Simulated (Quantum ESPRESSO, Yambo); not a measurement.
# MgO (Periclase): G0W0 with Yambo, start to end, part 2 of 2

Aim: the G0W0 gap of MgO (Periclase) on PBE, step by step.

Quantum ESPRESSO 7.5 and Yambo 5.3.0; PBE and many-body steps on it, plane waves. Known limits of the many-body steps: not at the basis limit.

So far. Step 2 (Ground state): The gap is direct, at Γ. Step 3 (Bands along the symmetry lines): The gap is 4.733 eV, as in the run before at this level.

The database entry behind the starting cell differs from later determinations by our own check (about 0.1 % long), so it need not match the best structure at ambient conditions.

### Step 4. Empty states on the mesh, 8×8×8 mesh, 86 bands

Level of this step: DFT, PBE, plane waves, norm-conserving pseudopotentials (Quantum ESPRESSO).

The sums over transitions need many empty states on a uniform mesh; this step solves for them.

pw.in reads:

```
&control
  calculation = 'nscf'
  prefix = 'x'
  outdir = 'o'
  pseudo_dir = 'pseudo'
/
&system
  ibrav = 0
  nat = 2
  ntyp = 2
  ecutwfc = 76.0
  nbnd = 86
  force_symmorphic = .true.
/
&electrons
  conv_thr = 1e-9
  electron_maxstep = 80
  diago_full_acc = .true.
  diago_thr_init = 5e-6
/
ATOMIC_SPECIES
  Mg 24.305 Mg.upf
  O 15.999 O.upf
CELL_PARAMETERS angstrom
  -0.0000000000 2.1085000000 2.1085000000
  2.1085000000 0.0000000000 2.1085000000
  2.1085000000 2.1085000000 0.0000000000
ATOMIC_POSITIONS crystal
  Mg 0.0000000000 0.0000000000 0.0000000000
  O 0.5000000000 0.5000000000 0.5000000000
K_POINTS automatic
  8 8 8 0 0 0
```

Run with:

```sh
$ OMP_NUM_THREADS=1 mpirun -n 4 pw.x -nk 4 -in pw.in > pw.out
```

What it wrote:

```text
[banner, memory and clock lines left out]
Program PWSCF v.7.5 starts

     Atomic positions and unit cell read from directory:
     o/x.save/

     Message from routine setup:
     using ibrav=0 with symmetry is DISCOURAGED, use correct ibrav instead

     G-vector sticks info

     bravais-lattice index     =            0
     lattice parameter (alat)  =       5.6349  a.u.
     unit-cell volume          =     126.5166 (a.u.)^3
     number of atoms/cell      =            2
     number of atomic types    =            2
     number of electrons       =        16.00
     number of Kohn-Sham states=           86
     kinetic-energy cutoff     =      76.0000  Ry
     charge density cutoff     =     304.0000  Ry
     Exchange-correlation= PBE
                           (   1   4   3   4   0   0   0)

     celldm(1)=   5.634916  celldm(2)=   0.000000  celldm(3)=   0.000000
     celldm(4)=   0.000000  celldm(5)=   0.000000  celldm(6)=   0.000000

     crystal axes: (cart. coord. in units of alat)
               a(1) = (  -0.000000   0.707107   0.707107 )
               a(2) = (   0.707107   0.000000   0.707107 )
               a(3) = (   0.707107   0.707107   0.000000 )

     reciprocal axes: (cart. coord. in units 2 pi/alat)
               b(1) = ( -0.707107  0.707107  0.707107 )
               b(2) = (  0.707107 -0.707107  0.707107 )
               b(3) = (  0.707107  0.707107 -0.707107 )
     Pseudo is Norm-conserving, Zval = 10.0
     Generated using ONCVPSP code by D. R. Hamann
     Using radial grid of 1510 points,  4 beta functions with:
     Pseudo is Norm-conserving + core correction, Zval =  6.0
     Generated using ONCVPSP code by D. R. Hamann
     Using radial grid of  936 points,  5 beta functions with:
     Mg               10.00    24.30500     Mg( 1.00)
     O                 6.00    15.99900     O ( 1.00)

     48 Sym. Ops., with inversion, found

   Cartesian axes

     site n.     atom                  positions (alat units)
         1        Mg     tau(   1) = (   0.0000000   0.0000000   0.0000000  )
         2        O      tau(   2) = (   0.7071068   0.7071068   0.7071068  )

     number of k points=    29
                       cart. coord. in units 2pi/alat
        k(    1) = (   0.0000000   0.0000000   0.0000000), wk =   0.0039062
        k(    2) = (   0.0883883   0.0883883  -0.0883883), wk =   0.0312500
        k(    3) = (   0.1767767   0.1767767  -0.1767767), wk =   0.0312500
[...]
[... 17 further rows ...]
        k(   28) = (  -0.7071068   0.1767767  -0.0000000), wk =   0.0468750
        k(   29) = (  -0.7071068   0.3535534   0.0000000), wk =   0.0234375

     Dense  grid:    11311 G-vectors     FFT dimensions: (  32,  32,  32)

     The potential is recalculated from file :
     o/x.save/charge-density

     Starting wfcs are    9 randomized atomic wfcs +   77 random wfcs

     Band Structure Calculation

     End of band structure calculation

          k = 0.0000 0.0000 0.0000 (  1411 PWs)   bands (ev):

   -64.3635 -31.1133 -31.1133 -31.1133  -9.1597   8.0109   8.0109   8.0109
    12.7439  23.9496  23.9496  23.9496  27.7112  29.7246  29.7246  32.2651
    32.2651  32.2651  46.2619  46.2619  46.2619  46.9113  58.6243  58.6243
[...]
153.7432 153.7432 153.7432 153.9620 155.5734 155.5734

          k = 0.0884 0.0884-0.0884 (  1423 PWs)   bands (ev):

[...]
149.0527 149.0527 150.2001 150.7250 150.7250 153.4232

          k = 0.1768 0.1768-0.1768 (  1405 PWs)   bands (ev):

[...]
117.0560 122.8614 122.8614 124.6306 129.4265 129.4265 133.6256 135.0737
   135.0737 136.9987 137.9351 137.9351 139.8454 139.8454 142.1593 145.3374
   146.4798 146.4798 147.2500 147.2500 147.4860 150.3929

          k = 0.2652 0.2652-0.2652 (  1423 PWs)   bands (ev):

     [... further k-points ...]

     highest occupied, lowest unoccupied level (ev):     8.0109   12.7439

     XML data file, pseudopotentials, collected wavefunctions
```

Wall time 6 s (4 MPI ranks of Arm Neoverse V1, shared host); peak memory 0.2 GiB; 24 s of CPU time.

Numbers from this step:

```yaml
gap: 4.733 eV
k_of_the_valence_top: 0, 0, 0
k_of_the_conduction_bottom: 0, 0, 0
least_direct_gap: 4.733 eV
k_points_computed: 29
lowest_point_of_the_top_converged_band_above_the_valence_top: 137.1414 eV
```

On this mesh the gap is 4.733 eV.

### Step 5. Conversion and set-up

This step: Yambo 5.3.0; conversion and set-up on PBE, plane waves, norm-conserving pseudopotentials.

The states are converted to the many-body program's format and the q mesh is built.

Run with:

```sh
$ (cd o/x.save; p2y > p2y.log; mv SAVE ../..); yambo > setup.log
```

What it wrote:

```text
 Yambo, version 5.3.0

 [02] CORE Variables Setup
 =========================

  [02.01] Unit cells
  ==================

  Cell kind             :  FCC
  Atoms in the cell     :  Mg  O
  number of Mg atoms    :  1
  number of O  atoms    :  1

  List of atomic masses
  Mass of Mg    :  24.30500
  Mass of O     :  15.99900

  List of atomic coordinates    : [cc]
  Mg1       :  0.000000  0.000000  0.000000  order 1
  O1       :  3.984488  3.984488  3.984488  order 2

  Alat factors          :  3.984488  3.984488  3.984488 [a.u.]
  Direct lattice volume :  126.5166 [a.u.]
  Direct lattice vectors:  A[ 1 ]  A[ 2 ]  A[ 3 ]
   A[ 1 ]: -0.000000  1.000000  1.000000  [iru]
  -0.000000  3.984488  3.984488  [cc]
   A[ 2 ]:  1.000000  0.000000  1.000000  [iru]
   3.984488  0.000000  3.984488  [cc]
   A[ 3 ]:  1.000000  1.000000  0.000000  [iru]
   3.984488  3.984488  0.000000  [cc]

  Recip. lattice volume :  1.960614 [a.u.]
  Recip. lattice vectors:  B[ 1 ]  B[ 2 ]  B[ 3 ]
   B[ 1 ]: -0.500000  0.500000  0.500000  [iku]
  -0.788456  0.788456  0.788456  [cc]
   B[ 2 ]:  0.500000 -0.500000  0.500000  [iku]
   0.788456 -0.788456  0.788456  [cc]
   B[ 3 ]:  0.500000  0.500000 -0.500000  [iku]
   0.788456  0.788456 -0.788456  [cc]

  [02.02] Symmetries
  ==================

  Inversion symmetry    : yes
  Spatial inversion     : yes
  Inversion index       :  25
  K-space Time-reversal : no
  Magnetic symmetries   : no
  Group table correct   : yes
  Symmetries units      :  [cc]

   [S  1]:   1.0000     -0.13128E-16 -0.13128E-16 -0.13128E-16   1.0000      0.13128E-16  0.13128E-16  0.13128E-16   1.0000
   [S  2]:  -1.0000      0.13128E-16 -0.13128E-16  0.13128E-16  -1.0000      0.13128E-16 -0.13128E-16 -0.13128E-16   1.0000
   [S  3]:  -1.0000     -0.13128E-16  0.13128E-16  0.13128E-16   1.0000     -0.13128E-16 -0.13128E-16  0.13128E-16  -1.0000
[...]
[... 36 further rows ...]
   [S 47]: -0.13128E-16   1.0000      0.13128E-16  0.13128E-16 -0.13128E-16  -1.0000       1.0000      0.13128E-16 -0.13128E-16
   [S 48]: -0.13128E-16  -1.0000     -0.13128E-16  0.13128E-16  0.13128E-16   1.0000       1.0000     -0.13128E-16  0.13128E-16

  [02.03] Reciprocal space
  ========================

  nG shells         :  165
  nG charge         :  11311
  nG WFs            :  1875
  nC WFs            :  1428
  G-vecs. in first 16 shells:  [ Number ]
     1    9   15   27   51   59   65   89  113
   137  169  181  229  259  283  307
  ...
  Shell energy in first 16 shells:  [ mHa ]
    0.00000      932.494      1243.33      2486.65      3419.14      3729.98      4973.30      5905.80      6216.63
    7459.95      8392.45      9946.60      10879.1      11189.9      12433.3      13365.7
  ...

  [02.04] K-grid lattice
  ======================

  Compatible Grid is   : 3D
  Base K vectors       :  K_min[ 1 ]  K_min[ 2 ]  K_min[ 3 ]
[...]
K [29]         [rlu]:  0.250000 -0.500000 -0.250000
         WF components:  1424

  [02.05] Energies & Occupations
  ==============================

  [X] === General ===
  [X] Electronic Temperature                        :  0.000000  0.000000 [eV K]
  [X] Bosonic    Temperature                        :  0.000000  0.000000 [eV K]
  [X] Finite Temperature mode                       : no
  [X] El. density                                   :  0.85343E+24 [cm-3]
  [X] Fermi Level                                   :  8.010855 [eV]

  [X] === Gaps and Widths ===
  [X] Conduction Band Min                           :  4.733022 [eV]
  [X] Valence Band Max                              :  0.000000 [eV]
  [X] Filled Bands                                  :   8
  [X] Empty Bands                                   :    9   86
  [X] Direct Gap                                    :  4.733022 [eV]
  [X] Direct Gap localized at k                     :  1
  [X] Indirect Gap                                  :  4.733022 [eV]
  [X] Indirect Gap between kpts                     :  1  1
  [X] Last valence band width                       :  1.746695 [eV]
  [X] 1st conduction band width                     :  6.928393 [eV]

  E @ K [ 1]:  [eV]
   -72.3744     -39.1241     -39.1241     -39.1241     -17.1706    -0.156732E-8 -0.153898E-8   0.00000
    4.73302  15.93871  15.93871  15.93871  19.70034  21.71377  21.71377  24.25421
  occ @ K [ 1]
   2.000000  2.000000  2.000000  2.000000  2.000000  2.000000  2.000000  2.000000
[...]
E @ K [ 2]:  [eV]
[...]
occ @ K [ 2]
[...]
E @ K [ 3]:  [eV]
[...]
occ @ K [ 3]
[...]
E @ K [ 8]:  [eV]
[...]
occ @ K [ 8]
[...]
E @ K [ 9]:  [eV]
[...]
occ @ K [ 9]
[...]
E @ K [10]:  [eV]
[...]
occ @ K [10]
[...]
E @ K [11]:  [eV]
[...]
occ @ K [11]
[...]
E @ K [12]:  [eV]
[...]
occ @ K [12]
[...]
E @ K [13]:  [eV]
[...]
occ @ K [13]
[...]
E @ K [14]:  [eV]
[...]
occ @ K [14]
[...]
[... 14 further k-points ...]
  E @ K [29]:  [eV]
[...]
occ @ K [29]
   2.000000  2.000000  2.000000  2.000000  2.000000  2.000000  2.000000  2.000000
   0.000000  0.000000  0.000000  0.000000  0.000000  0.000000  0.000000  0.000000

 [03] Transferred momenta grid and indexing
 ==========================================

 IBZ Q-points                                      :  29
 BZ  Q-points                                      :   512

 K/Q-points units:
 rlu = crystal or reduced units; cc = cartesian coordinates; iku = interal k-units

 Q [ 1]         [rlu]:  0.000000  0.000000  0.000000
 Q [ 2]         [rlu]:  0.76839E-18  0.76839E-18  0.12500
 Q [ 3]         [rlu]:  0.15368E-17  0.15368E-17  0.25000
[...]
Q [ 8]         [rlu]:  0.33016E-16  0.12500      0.37500
 Q [ 9]         [rlu]:  0.18382E-16  0.12500      0.50000
 Q [10]         [rlu]: -0.30736E-17  0.12500     -0.37500
     [... 17 further rows ...]
 Q [28]         [rlu]:  0.125000 -0.500000 -0.375000
 Q [29]         [rlu]:  0.250000 -0.500000 -0.250000

  [03.01] X indexes
  =================

   [03.01.01] Sigma indexes
   ========================

 [06] Game Over & Game summary
```

Elapsed: 2.2 s, on 1 MPI rank; peak memory 0.24 GiB.

### Step 6. Screening and self-energy, 8×8×8 mesh, 86 bands, screening to 210.9 eV

Now the one-shot GW correction: screening in the RPA, then the self-energy of the levels asked for.

This step: G0W0 on PBE, plane waves, norm-conserving pseudopotentials.

gw1.in reads:

```
HF_and_locXC
gw0
dyson
ppa
em1d
rim_cut
RandQpts= 1000000
RandGvec= 1 RL
EXXRLvcs= 76 Ry
VXCRLvcs= 304 Ry
Chimod= "HARTREE"
% BndsRnXp
 1 | 86 |
%
NGsBlkXp= 15.5 Ry
% LongDrXp
 1 | 1 | 1 |
%
% GbndRnge
 1 | 86 |
%
DysSolver= "n"
ExtendOut
PPAPntXp= 27.21138 eV
% QPkrange
 1 | 1 | 7 | 10 |
%
```

Run with:

```sh
$ OMP_NUM_THREADS=1 mpirun -n 4 yambo -F gw1.in -J gw1 -C gw1 > gw1.log
```

What it wrote:

```text
 Yambo, version 5.3.0

 [02] CORE Variables Setup
 =========================

  [... cell, symmetries and grids as in the set-up ...]

  [02.05] Energies & Occupations
  ==============================

  [X] === General ===
  [X] Electronic Temperature                        :  0.000000  0.000000 [eV K]
  [X] Bosonic    Temperature                        :  0.000000  0.000000 [eV K]
  [X] Finite Temperature mode                       : no
  [X] El. density                                   :  0.85343E+24 [cm-3]
  [X] Fermi Level                                   :  8.010855 [eV]

  [X] === Gaps and Widths ===
  [X] Conduction Band Min                           :  4.733022 [eV]
  [X] Valence Band Max                              :  0.000000 [eV]
  [X] Filled Bands                                  :   8
  [X] Empty Bands                                   :    9   86
  [X] Direct Gap                                    :  4.733022 [eV]
  [X] Direct Gap localized at k                     :  1
  [X] Indirect Gap                                  :  4.733022 [eV]
  [X] Indirect Gap between kpts                     :  1  1
  [X] Last valence band width                       :  1.746695 [eV]
  [X] 1st conduction band width                     :  6.928393 [eV]

 [03] Transferred momenta grid and indexing
 ==========================================

 IBZ Q-points                                      :  29
 BZ  Q-points                                      :   512

 K/Q-points units:
 rlu = crystal or reduced units; cc = cartesian coordinates; iku = interal k-units

 Q [ 1]         [rlu]:  0.000000  0.000000  0.000000
 Q [ 2]         [rlu]:  0.76839E-18  0.76839E-18  0.12500
 Q [ 3]         [rlu]:  0.15368E-17  0.15368E-17  0.25000
 Q [ 4]         [rlu]:  0.18382E-16 -0.37129E-16  0.37500
 Q [ 5]         [rlu]: -0.30736E-17 -0.30736E-17 -0.50000
 Q [ 6]         [rlu]:  0.47341E-17  0.12500      0.12500
 Q [ 7]         [rlu]:  0.21585E-16  0.12500      0.25000
 Q [ 8]         [rlu]:  0.33016E-16  0.12500      0.37500
 Q [ 9]         [rlu]:  0.18382E-16  0.12500      0.50000
 Q [10]         [rlu]: -0.30736E-17  0.12500     -0.37500
     [... 17 further rows ...]
 Q [28]         [rlu]:  0.125000 -0.500000 -0.375000
 Q [29]         [rlu]:  0.250000 -0.500000 -0.250000

 [04] Coloumb potential Random Integration (RIM)
 ===============================================

  [04.01] RIM initialization
  ==========================

  * Diagonal components only detected *

  8 x (sBL volume)        :  0.030635 [a.u.]
  sBZ random points       :  1000000
  Points outside the sBZ  :   7968281
  RL volume               :  1.960614 [a.u.]
  Integrated volume       :  1.968419 [a.u.]

  [04.02] RIM integrals
  =====================

  Gamma point sphere radius             :  0.056757 [a.u.]
  Points outside the sphere             :   800476
  [Int_sBZ(q=0) 1/q^2]*(Vol_sBZ)^(-1/3) =:  7.776341
                                 should be <:  7.795600

  Summary of Coulomb integrals for non-metallic bands |Q|[au] RIM/Bare

  Q [1] 0.100000E-4 0.997530 * Q [2] 0.170706 1.068480
  Q [6] 0.197114 1.068537 * Q [12] 0.278761 1.030488
  Q [7] 0.326877 1.023143 * Q [3] 0.341411 1.020326
  Q [13] 0.394228 1.017560 * Q [11] 0.429600 1.014854
  Q [22] 0.440760 1.014341 * Q [8] 0.482829 1.012352
  Q [14] 0.512117 1.011710 * Q [4] 0.512117 1.011198
  Q [17] 0.557523 1.010544 * Q [23] 0.583071 1.009759
  Q [10] 0.591342 1.009707 * Q [18] 0.591342 1.009873
  Q [25] 0.623329 1.009172 * Q [9] 0.646281 1.008584
  Q [15] 0.653753 1.008608 * Q [5] 0.682823 1.008210
  Q [16] 0.703838 1.008102 * Q [19] 0.703838 1.008069
  Q [27] 0.710705 1.008052 * Q [24] 0.737533 1.007704
  Q [26] 0.757031 1.007444 * Q [21] 0.788456 1.006999
  Q [28] 0.812722 1.006778 * Q [20] 0.836284 1.006949
  Q [29] 0.881520 1.006313

 [05] Dipoles
 ============

  [05.01] Setup: observables and procedures
  =========================================

 [06] Dynamic Dielectric Matrix (PPA)
 ====================================

 [WR./gw1//ndb.pp]---------------------------------------------------------------
  Brillouin Zone Q/K grids (IBZ/BZ)                :    29   512    29   512
  RL vectors                                       :  1893 [WF]
  Coulomb cutoff potential                         : none
  Electronic Temperature                           :  0.000000 [K]
  Bosonic    Temperature                           :  0.000000 [K]
  PPA    diel. fun.  energies                      : Perdew, Burke & Ernzerhof(X)+Perdew, Burke & Ernzerhof(C)
  wavefunctions                                    : Perdew, Burke & Ernzerhof(X)+Perdew, Burke & Ernzerhof(C)
  Global Gauge                                     : length
  X matrix size                                    :  169
  X band range                                     :    1   86
  X e/h energy range                               : -1.000000 -1.000000 [eV]
  X Time ordering                                  : R
  X Hxc Kernel                                     : HARTREE
  X Drude frequency                                :  0.000000  0.000000
  X poles                                          :  100.0000 [o/o]
  RL vectors in the sum                            :  1893
  [r,Vnl] included                                 : yes
  Field direction                                  :  0.577350E-5  0.577350E-5  0.577350E-5
  BZ energy Double Grid                            : no
  BZ energy DbGd points                            : 0
  BZ Q point size factor                           : -1.000000
  X Optical Averaged directions                    : none

 [07] Local Exchange-Correlation + Non-Local Fock
 ================================================

 [VXC] Plane waves :  11311
 [EXS] Plane waves :  1459

 QP @ state[ 1 ] K range:  1  1
 QP @ state[ 1 ] b range:   7  10

 [xc] Functional : Perdew, Burke & Ernzerhof(X)+Perdew, Burke & Ernzerhof(C)
 [xc] LIBXC used to calculate xc functional
  PP Number of Atomic Species                      :  2
  NLCC RL compoments                               :  11311
  PP Number of Atomic Species                      :  2
  NLCC RL compoments                               :  11311

 [xc] E_xc :  -11.58431 [Ha]
      E_xc :  -23.16862 [Ry]

  Local XC kind (lXC) : Perdew, Burke & Ernzerhof(X)+Perdew, Burke & Ernzerhof(C)
  Non-Local XC kind (nlXC) : Hartree-Fock

  Corrections @ K [1] :  [eV]
 <7|nlXC|7> = -25.55441  0.16172E-16 <7|lXC|7> = -20.10731 -0.94407E-16
 <8|nlXC|8> = -25.55440  0.10820E-16 <8|lXC|8> = -20.10731 -0.11469E-21
 <9|nlXC|9> = -8.973814  0.13994E-17 <9|lXC|9> = -13.45261  0.37750E-15
 <10|nlXC|10> = -3.695807 -0.15161E-18 <10|lXC|10> = -9.568466  0.18881E-15

 [08] Dyson equation: Newton solver
 ==================================

  [08.01] G0W0 (W PPA)
  ====================

  [  GW  ] Bands range     :    1   86
  [GW/PPA] G damping       :  0.100000 [eV]

  QP @ state[ 1 ] K range:  1  1
  QP @ state[ 1 ] b range:   7  10

   Sc/G bands                                       :    1   86
   Sc/G damping                                     :  0.100000 ev
   Sc bands terminator                              : no
   Sx RL components                                 :  1459

   QP @ state[ 1 ] K range                          :  1  1
   QP @ state[ 1 ] b range                          :   7  10
   GF energies kind                                 : Perdew, Burke & Ernzerhof(X)+Perdew, Burke & Ernzerhof(C)
   GF WF`s kind                                     : Perdew, Burke & Ernzerhof(X)+Perdew, Burke & Ernzerhof(C)
   Xs energies kind                                 : Perdew, Burke & Ernzerhof(X)+Perdew, Burke & Ernzerhof(C)
   Xs WF`s kind                                     : Perdew, Burke & Ernzerhof(X)+Perdew, Burke & Ernzerhof(C)

 [11] Game Over & Game summary
```

Run time: 6.7 min. Hardware: 4 MPI ranks; peak memory 1.5 GiB; 27 min of CPU time.

Numbers from this step:

```yaml
g0w0_gap_on_the_points_computed: 6.957 eV
starting_gap_on_the_mesh: 4.733 eV
k_of_the_valence_top: 0, 0, 0
k_of_the_conduction_bottom: 0, 0, 0
least_direct_g0w0_gap_on_the_computed_points: 6.957 eV
z_at_the_valence_top: 0.8010
z_at_the_conduction_bottom: 0.8504
```

The gap on the mesh goes from 4.73 eV to 6.96 eV, a correction of +2.22 eV.

Limits: finite bands, cutoff and mesh. v1 is the top filled band, c1 the lowest empty one. The levels before and after the correction (eV, zero at the valence-band top of each column):

```tsv
	conduction bottom	valence top
Kohn-Sham	4.73	0.00
G0W0	6.96	0.00
```

```tsv
	level	energy (eV)
Kohn-Sham	Γ v2-v1	0.000
Kohn-Sham	Γ c1	4.733
Kohn-Sham	Γ c2	15.939
G0W0	Γ v2-v1	0.000
G0W0	Γ c1	6.957
G0W0	Γ c2	18.363
```

### Step 7. Where the time went

Times are wall times on the hardware named with each run, good to a factor of about two.

```tsv
step	time	share	memory (GiB)
ground state	2.3 s	1 %	0.19
bands along the symmetry lines	1.5 s	0 %	0.05
empty states on the mesh	6 s	1 %	0.2
conversion and set-up	2.2 s	1 %	0.24
screening and self-energy	6.7 min	97 %	1.5
```

### Step 8. What came out

```json
{
 "PBE gap": "4.73 eV, direct",
 "G0W0 gap on the mesh": "6.96 eV",
 "GW settings": "8×8×8 mesh, 86 bands, screening to 210.9 eV, Godby-Needs plasmon pole",
 "known limits": "not at the basis limit"
}
```

G0W0 moves the gap on the mesh from 4.73 eV to 6.96 eV (+2.22 eV), with Z of 0.80 and 0.85 at the edges. Only 1 of the mesh's irreducible points was corrected, so a valley elsewhere could overtake. The dearest step here is «screening and self-energy». Bands and cutoff are finite, so the gap is not at the basis limit. The miss can reach some tenths of an eV and take either sign; the mesh is an error of its own. In the G0W0 run levels were corrected at 1 k point alone, so a gap called «on the mesh» is the least over those, and an edge elsewhere would be missed.

[Paths, hosts, dates, memory and timing lines, banners, echoed tables and standing remarks are left out of the program output.]

[Logs are printed without paths, hosts, clocks, repeated set-up lines and the standing remarks that a program may print on its own settings, such as how far it seeks lower states.]

[Runs of the session that timed out or met a known fault of the program may be left out.]

[Hosts, paths, dates, database ids (printed as entryN), source tags and the programs' standing remarks are cut or masked in the printed files.]
